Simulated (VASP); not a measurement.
Here is a VASP 6.6.1 calculation.

INCAR

```
SYSTEM = InSe
ALGO = Normal ; DIPOL = 0.5 0.5 0.500
EDIFF = 1E-7 ; ENCUT = 520
GGA = PE ; IDIPOL = 3
ISIF = 2 ; ISMEAR = 0
IVDW = 12 ; KPAR = 8
LASPH = .True. ; LCHARG = .False.
LDIPOL = .True. ; LREAL = .False.
LVACPOTAV = .True. ; LVHAR = .True.
LWAVE = .False. ; NBANDS = 90
NELM = 80 ; PREC = Accurate
SIGMA = 0.03
```

File KPOINTS:

```
k-points
0
Gamma
  9 9 1
  0 0 0
```

Contents of POSCAR:

```
InSe                                    
1.0
    4.0337196247      0.0000000000      0.0000000000
   -2.0168598124      3.4933036717      0.0000000000
    0.0000000000      0.0000000000     48.6777120000
  Se              In            
     8     8
Direct
     0.0000000000000000    0.0000000000000000    0.1879613740658175
     0.0000000000000000    0.0000000000000000    0.2984708069373011
     0.6666666699999979    0.3333333300000021    0.3592442793521323
     0.6666666699999979    0.3333333300000021    0.4695493995990765
     0.3333333300000021    0.6666666699999979    0.5304000122681644
     0.3333333300000021    0.6666666699999979    0.6407189986735632
     0.0000000000000000    0.0000000000000000    0.7015498445598262
     0.0000000000000000    0.0000000000000000    0.8120254402656581
     0.6666666699999979    0.3333333300000021    0.2145296517088998
     0.6666666699999979    0.3333333300000021    0.2719657563288863
     0.3333333300000021    0.6666666699999979    0.3856831119040713
     0.3333333300000021    0.6666666699999979    0.4430665811954216
     0.0000000000000000    0.0000000000000000    0.5568485498379343
     0.0000000000000000    0.0000000000000000    0.6142361524908783
     0.6666666699999979    0.3333333300000021    0.7280210031613085
     0.6666666699999979    0.3333333300000021    0.7854516276510725
```

Contents of KPOINTS_OPT:

```
explicit points
67
Reciprocal
 0.0000000000  0.0000000000  0.0000000000 1
 0.0357142900  0.0000000000  0.0000000000 1
 0.0714285700  0.0000000000  0.0000000000 1
 0.1071428600  0.0000000000  0.0000000000 1
 0.1428571400  0.0000000000  0.0000000000 1
 0.1785714300  0.0000000000  0.0000000000 1
 0.2142857100  0.0000000000  0.0000000000 1
 0.2500000000  0.0000000000  0.0000000000 1
 0.2857142900  0.0000000000  0.0000000000 1
 0.3214285700  0.0000000000  0.0000000000 1
 0.3571428600  0.0000000000  0.0000000000 1
 0.3928571400  0.0000000000  0.0000000000 1
 0.4285714300  0.0000000000  0.0000000000 1
 0.4642857100  0.0000000000  0.0000000000 1
 0.5000000000  0.0000000000  0.0000000000 1
 0.4791666700  0.0416666700  0.0000000000 1
 0.4583333300  0.0833333300  0.0000000000 1
 0.4375000000  0.1250000000  0.0000000000 1
 0.4166666700  0.1666666700  0.0000000000 1
 0.3958333300  0.2083333300  0.0000000000 1
 0.3750000000  0.2500000000  0.0000000000 1
 0.3541666700  0.2916666700  0.0000000000 1
 0.3333333300  0.3333333300  0.0000000000 1
 0.3137254900  0.3137254900  0.0000000000 1
 0.2941176500  0.2941176500  0.0000000000 1
 0.2745098000  0.2745098000  0.0000000000 1
 0.2549019600  0.2549019600  0.0000000000 1
 0.2352941200  0.2352941200  0.0000000000 1
 0.2156862700  0.2156862700  0.0000000000 1
 0.1960784300  0.1960784300  0.0000000000 1
 0.1764705900  0.1764705900  0.0000000000 1
 0.1568627500  0.1568627500  0.0000000000 1
 0.1372549000  0.1372549000  0.0000000000 1
 0.1176470600  0.1176470600  0.0000000000 1
 0.0980392200  0.0980392200  0.0000000000 1
 0.0784313700  0.0784313700  0.0000000000 1
 0.0588235300  0.0588235300  0.0000000000 1
 0.0392156900  0.0392156900  0.0000000000 1
 0.0196078400  0.0196078400  0.0000000000 1
 0.0000000000  0.0000000000  0.0000000000 1
 0.0000000000  0.0000000000  0.0000000000 1
 0.0076394400 -0.0038197200  0.0000000000 1
-0.0076394400  0.0038197200  0.0000000000 1
 0.0222816900 -0.0111408500  0.0000000000 1
-0.0222816900  0.0111408500  0.0000000000 1
-0.0000000000  0.0066159500  0.0000000000 1
 0.0000000000 -0.0066159500  0.0000000000 1
-0.0000000000  0.0192965100  0.0000000000 1
 0.0000000000 -0.0192965100  0.0000000000 1
 0.5000000000  0.0000000000  0.0000000000 1
 0.5076394400 -0.0038197200  0.0000000000 1
 0.4923605600  0.0038197200  0.0000000000 1
 0.5222816900 -0.0111408500  0.0000000000 1
 0.4777183100  0.0111408500  0.0000000000 1
 0.5000000000  0.0066159500  0.0000000000 1
 0.5000000000 -0.0066159500  0.0000000000 1
 0.5000000000  0.0192965100  0.0000000000 1
 0.5000000000 -0.0192965100  0.0000000000 1
 0.3333333300  0.3333333300  0.0000000000 1
 0.3409727700  0.3295136100  0.0000000000 1
 0.3256938900  0.3371530500  0.0000000000 1
 0.3556150200  0.3221924800  0.0000000000 1
 0.3110516400  0.3444741800  0.0000000000 1
 0.3333333300  0.3399492800  0.0000000000 1
 0.3333333300  0.3267173800  0.0000000000 1
 0.3333333300  0.3526298400  0.0000000000 1
 0.3333333300  0.3140368200  0.0000000000 1
```

Potentials or basis: VASP PAW PBE potentials, release 64 (Se, In_d).

Launch:

```sh
$ cat potpaw_PBE.64/Se/POTCAR potpaw_PBE.64/In_d/POTCAR > POTCAR
$ mpirun -np 8 vasp_std > vasp.out
```

Q: What does it give for the dispersion energy per atom?

A: -0.279 eV.

Q: Estimate the ionisation potential of the upper face.

A: 5.43 eV.

Forces on the atoms (eV/Å):
```
Se   0.000  0.000  0.003
Se   0.000  0.000 -0.002
Se   0.000  0.000  0.000
Se   0.000  0.000  0.002
Se   0.000  0.000  0.000
Se   0.000  0.000 -0.001
Se   0.000  0.000  0.001
Se   0.000  0.000 -0.004
In   0.000  0.000  0.005
In   0.000  0.000 -0.002
In   0.000  0.000 -0.004
In   0.000  0.000  0.005
In   0.000  0.000 -0.005
In   0.000  0.000  0.005
In   0.000  0.000  0.001
In   0.000  0.000 -0.003
```
